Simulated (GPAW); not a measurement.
## HgSe: equation of state with RPBE+D3(BJ)

**Measured values to compare with.**

From “The pseudo-binary mercury chalcogenide alloy HgSe0.7S0.3 at high pressure: a mechanism of the zinc blende/cinnabar reconstructive phase transition”, 2002, arxiv:cond-mat/0209548, for a bulk crystal of HgSe: bulk modulus 51.6 ± 0.2 GPa.

The system is HgSe.

```xyz
2
Lattice="0.0000 3.0390 3.0390 3.0390 0.0000 3.0390 3.0390 3.0390 0.0000" Properties=species:S:1:pos:R:3 pbc="T T T"
Hg    0.0000    0.0000    0.0000
Se    1.5195    1.5195    1.5195
```

| Property | Result |
| --- | --- |
| Program | GPAW 26.7.0 |
| Task | equation of state |
| Functional | RPBE |
| Dispersion | D3(BJ) |
| Potentials or basis | the program's PAW data sets (release 1.2.1) made for this functional |
| Cutoff | 600 eV |
| Basis | pw |
| k mesh | 6 × 6 × 6 |
| Occupations | fermi-dirac, width 0.05 eV |
| Spin | no spin polarisation |

- Equilibrium volume: 27.15 Å³/atom
- Bulk modulus: 62 GPa
- Pressure derivative of the bulk modulus: 4.8

Energy against volume, from the lowest point:
```csv
volume (Å³/atom),energy (meV/atom)
26.383,4.12
26.944,0.00
27.505,0.64
28.067,5.41
28.628,13.92
29.189,25.70
29.751,40.42
```

Wall time 77 s on 1 thread of Arm Neoverse V1 (shared host), peak memory 0.24 GiB.

Against the measured bulk modulus of HgSe, 51.6 GPa (quoted in “The pseudo-binary mercury chalcogenide alloy HgSe0.7S0.3 at high pressure: a mechanism of the zinc blende/cinnabar reconstructive phase transition”, 2002, arxiv:cond-mat/0209548), the calculated 62 GPa is off by +20.6 %. The fit is for a static lattice scaled at fixed shape and fixed fractional positions.

Spin-orbit coupling is left out, which matters for the levels of Hg.
